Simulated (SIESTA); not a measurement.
Crystal: AlNi3.

```xyz
4
Lattice="3.5231 0.0000 0.0000 0.0000 3.5231 0.0000 0.0000 0.0000 3.5231" Properties=species:S:1:pos:R:3 pbc="T T T"
Ni    1.7615    1.7615    0.0000
Ni    1.7615    0.0000    1.7615
Ni    0.0000    1.7615    1.7615
Al    0.0000    0.0000    0.0000
```

The cell is a database's computed one.

Base run:

```yaml
Program: SIESTA 5.4.2
Functional: PBEsol
Potentials_or_basis: PseudoDojo 0.4 standard (PBEsol files)
Basis: DZP (energy shift 0.003 Ry; two zetas on semicore shells)
Grid_cutoff: 800 Ry
Energy_shift: 0.003 Ry
k_mesh: 8 × 8 × 8
Occupations: fermi-dirac, width 0.05 eV
Spin: collinear spin, ferromagnetic start
Starting_moments: "[1.0, 1.0, 1.0, 0.0] μB"
```

Its results: band gap on the k mesh none (metal or under the smearing width); pressure -2.0 GPa; net moment 0.64 μB per cell; site moments Ni +0.23; Al -0.05 μB.

The run is repeated on the same cell with these changes: functional from PBEsol to PBE; potentials or basis from PseudoDojo 0.4 standard (PBEsol files) to PseudoDojo 0.4 standard (PBE files). What comes out?

Band gap on the k mesh none (metal or under the smearing width); pressure 5.7 GPa; net moment 0.69 μB per cell; site moments Ni +0.25; Al -0.06 μB.

Caveats: short orbitals over semicore shells can move pressures by several GPa; the basis of atomic orbitals isn't converged, which shifts pressures, moduli and gaps.

Not every run made on this cell is shown here.
